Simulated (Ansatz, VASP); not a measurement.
## GdN: VASP beside Ansatz

The input INCAR:

```
SYSTEM = GdN
PREC     = Accurate       ! precision mode
ENCUT    = 520            ! plane-wave cutoff, eV
EDIFF    = 1E-6           ! SCF threshold, eV
ISMEAR   = 0              ! smearing method
SIGMA    = 0.05           ! smearing width, eV
LREAL    = .FALSE.        ! projectors in reciprocal space
LASPH    = .TRUE.         ! aspherical terms in the spheres
NELM     = 150            ! most SCF steps
ALGO     = Normal         ! electronic algorithm
ISIF     = 2              ! what is computed and relaxed
LWAVE    = .FALSE.        ! write WAVECAR
LCHARG   = .FALSE.        ! write CHGCAR
ISPIN    = 2              ! spin polarisation
MAGMOM   = 7 0            ! initial moments
LORBIT   = 11             ! projections on sites
LMAXMIX  = 6              ! l up to which the mixer works
LDAU     = .TRUE.         ! DFT+U
LDAUTYPE = 2            
LDAUL    = 3 -1           ! shell
LDAUU    = 6 0            ! U, eV
LDAUJ    = 0 0          
LDAUPRINT= 1            
GGA      = PE             ! functional
NBANDS   = 22             ! bands
```

The input KPOINTS:

```
Automatic mesh
0
G
  10 10 10
  0 0 0
```

Contents of POSCAR:

```
GdN
1.0
    0.0000000000      2.4995000000      2.4995000000
    2.4995000000      0.0000000000      2.4995000000
    2.4995000000      2.4995000000      0.0000000000
Gd N
1 1
Direct
    0.0000000000      0.0000000000      0.0000000000
    0.5000000000      0.5000000000      0.5000000000
```

Input for Ansatz:

```yaml
crystal:
  lattice:
    - [0.0, 2.4995, 2.4995]
    - [2.4995, 0.0, 2.4995]
    - [2.4995, 2.4995, 0.0]
  atoms:
    - { symbol: Gd, position: [0.0, 0.0, 0.0], spin: 7.0 }
    - { symbol: "N", position: [0.5, 0.5, 0.5] }
basis:
  ecutwfc: 420
  ecutrho_ratio: 4
kpoints:
  mp_grid: { grid: [10, 10, 10] }
hamiltonian:
  xc: pbe
  hubbard: { sites: [{ species: Gd, l: f, u_eff: 6.0 }] }
scf:
  occupations: { method: gaussian, width: 0.05 }
  lower_state_search: "off"
output:
  forces: true
  stress: true
  eigenvalues: true
  populations: true
  hubbard: { sites: [{ species: Gd, l: f }] }
magnetization:
  spin_polarized: true
checkpoint:
  read: start.run
  write: ck
  compress: false
  write_wavefunctions: false
  write_every: 100000
```

Alike in both runs: task single point; functional PBE; k mesh 10 × 10 × 10; occupations gaussian, width 0.05 eV; collinear spin; Hubbard terms Gd f U = 6.0 eV.

|  | VASP | Ansatz |
| --- | --- | --- |
| version | VASP 6.6.1 | Ansatz 0.2.0 |
| potentials or method | VASP PAW PBE potentials, release 64 (Gd, N) | scalar-relativistic, plane waves, PAW |
| plane-wave cutoff (eV) | 520 | 420 |
| valence electrons in the cell | 23 | 23 |

VASP gave:

```
gap on the k mesh at the Fermi level (eV)                     : none
pressure (GPa)                                                : 0.6
net moment per atom (μB)                                      : 3.50
size of the moment on the site where the two differ most (μB) : 6.87
```

Estimate Ansatz's values.

gap on the k mesh at the Fermi level (eV): none; pressure (GPa): 0.3; net moment per atom (μB): 3.50; size of the moment on the site where the two differ most (μB): 6.94.

Site moments also hang on the region over which each program counts them. The programs project onto different local orbitals, so the same U acts differently. A gap of «none» marks a metal or a gap that the smearing closes. Ansatz warned: «filled_band_counts_differ_across_k_points».

Caveats: spin-orbit coupling is left out, which moves the levels of the heavy elements; a cell with one magnetic atom can't hold antiferromagnetic order, which such compounds often take. The state reached can hang on the start; a lower one may exist.
